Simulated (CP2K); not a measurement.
Runs of CP2K 2026.2 on BaTiO3. The typed cell holds 5 atoms: a = 4.007 Å, b = 4.007 Å, c = 4.007 Å, α = 90.00°, β = 90.00°, γ = 90.00°. 

```tsv
task	level	potentials or basis	spin	cell	k points reduced by the point group	NGRIDS	points a segment of the path (NPOINTS)	bands added on the path	soc after scf	gap on the mesh (eV)	pressure (GPa)	largest force (eV/Å)
single point	PBE	POTENTIAL_UZH Ba GTH-PBE-q10, Ti GTH-PBE-q12, O GTH-PBE-q6; TZVP-MOLOPT-PBE-GTH basis	off	all atoms moved at random, sigma 0.15 Å a component	yes	5	-	-	-	2.77	(a)	4.39
band structure	PBE	GTH_SOC_POTENTIALS Ba GTH-PBE-q10, Ti GTH-PBE-q12, O GTH-PBE-q6; DZVP-MOLOPT-SR-GTH basis	SOC, no magnetisation	all atoms moved at random	-	4	10	2	yes	-	14.5	4.45
band structure	PBEsol	GTH_POTENTIALS Ba GTH-PBE-q10, Ti GTH-PBE-q12, O GTH-PBE-q6; DZVP-MOLOPT-SR-GTH basis	off	all atoms moved at random	yes	4	10	2	-	2.73	9.0	4.42
band structure	PBEsol	GTH_SOC_POTENTIALS Ba GTH-PBE-q10, Ti GTH-PBE-q12, O GTH-PBE-q6; DZVP-MOLOPT-SR-GTH basis	SOC, no magnetisation	all atoms moved at random	-	4	10	2	yes	-	9.0	4.42
band structure	PBE	GTH_POTENTIALS Ba GTH-PBE-q10, Ti GTH-PBE-q12, O GTH-PBE-q6; DZVP-MOLOPT-SR-GTH basis	off	all atoms moved at random	yes	4	10	2	-	2.73	14.5	4.45
```

Alike in all rows: k mesh 7 × 7 × 7; smearing fermi-dirac 0.05 eV.

**Question.** Fill in the values left out.

**Answer.** (a) 13.8.

Caveats: the basis of atomic orbitals isn't converged, which shifts pressures, moduli and gaps; spin-orbit coupling is left out, which moves the levels of the heavy elements (some runs); forces of over 1 eV/Å show positions far from the minimum, so gaps and moduli don't describe the material at rest (some runs); the potentials were made for another functional, which shifts forces and pressure (some runs); an odd mesh through Γ misses points on the zone boundary, where band edges often lie (some runs).

A k mesh can miss the band edges, and rows without SOC leave out spin-orbit coupling on Ba.
